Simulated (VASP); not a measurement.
A run of VASP 6.6.1 is set up as follows.

The input INCAR:

```
PREC = Accurate
ENCUT = 520
EDIFF = 1E-7
ISMEAR = 0
SIGMA = 0.15
LREAL = False
LASPH = True
NELM = 80
ALGO = Fast
ISIF = 2
LWAVE = False
LCHARG = False
GGA = PE
NBANDS = 11
```

File KPOINTS:

```
regular mesh
0
Gamma
  15 15 12
```

Contents of POSCAR:

```
Ba
1.0
    4.0960330130      0.0000000000      0.0000000000
   -2.0480165065      3.5472686440      0.0000000000
    0.0000000000      0.0000000000      3.7177426350
Ba
1
Direct
    0.0000000000      0.0000000000      0.0000000000
```

Potentials or basis: VASP PAW PBE potentials, release 64 (Ba_sv).

Run with:

```console
$ cat potpaw_PBE.64/Ba_sv/POTCAR > POTCAR
$ mpirun -np 1 vasp_std > vasp.out
```

Task: What does it give for the pressure?

Result: 1.5 GPa.

Task: Predict the band gap on the k mesh.

Result: None (metal or under the smearing width).

Stress tensor (GPa, compression positive):
```
1.23 0.00 0.00
0.00 1.23 0.00
0.00 0.00 2.13
```

Spin-orbit coupling is left out, which matters for the levels of Ba.
